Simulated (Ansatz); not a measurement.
# SnO2: the cost of one run

Program: Ansatz 0.2.0. Level of theory: DFT PBE, scalar-relativistic, plane waves, PAW. These are calculated values, not measurements.

6 further runs of the same task are left out: 2 that didn't finish, 4 set aside as unsound or not needed.

**1. The system as given**

It takes space group P4_2/mnm (No. 136, tetragonal). Conventional cell: a = 4.880 Å, b = 4.880 Å, c = 3.238 Å, α = 90.00°, β = 90.00°, γ = 90.00°. Around Hf (site symmetry mmm) lie 6 O at 2.10 to 2.11 Å. O (site symmetry m2m) has 3 Hf at 2.10 to 2.11 Å as nearest neighbours.

As a file:

```
Hf O
1.0
     4.88037    0.00000    0.00000
     0.00000    4.88037    0.00000
     0.00000    0.00000    3.23768
Hf O
2 4
Direct
  0.00000 0.00000 0.00000
  0.50000 0.50000 0.50000
  0.19482 0.80518 0.50000
  0.30518 0.30518 0.00000
  0.69482 0.69482 0.00000
  0.80518 0.19482 0.50000
```

It goes back to an entry of the Materials Project, which need not be the stable form.

This cell was relaxed beforehand with the same method: volume 12.85 Å³/atom, gap on the mesh 3.90 eV.

**2. Hf → Sn: the starting cell**

SnO2 starts from the relaxed positions of HfO2, with all lengths scaled by 0.924, a guess from tabulated radii.

**3. Probe: one point at the start (SnO2)**

The input, input.yaml:

```yaml
crystal:
  lattice:
    - [4.5088198755, 0.0, 0.0]
    - [0.0, 4.5088198755, 0.0]
    - [0.0, 0.0, 2.9911919847]
  atoms:
    - { symbol: Sn, position: [0.0, 0.0, 0.0] }
    - { symbol: Sn, position: [0.5, 0.5, 0.5] }
    - { symbol: O, position: [0.1948153572, 0.8051846428, 0.5] }
    - { symbol: O, position: [0.3051846428, 0.3051846428, 0.0] }
    - { symbol: O, position: [0.6948153572, 0.6948153572, 0.0] }
    - { symbol: O, position: [0.8051846428, 0.1948153572, 0.5] }
basis:
  ecutwfc: 420
kpoints:
  mp_grid: { grid: [4, 4, 6] }
hamiltonian:
  xc: pbe
scf:
  occupations: { method: gaussian, width: 0.1 }
output:
  forces: true
  stress: true
  eigenvalues: true
```

Launch:

```bash
$ ansatz run input.yaml --threads 1 --pin off --max-ram 2560MiB --backend cpu --events-out ev --progress --plain --runs-dir out
```

What time and memory should one allow on 1 thread of Arm Neoverse V2, shared host?

About 2.2 s, with a peak of 0.32 GiB.
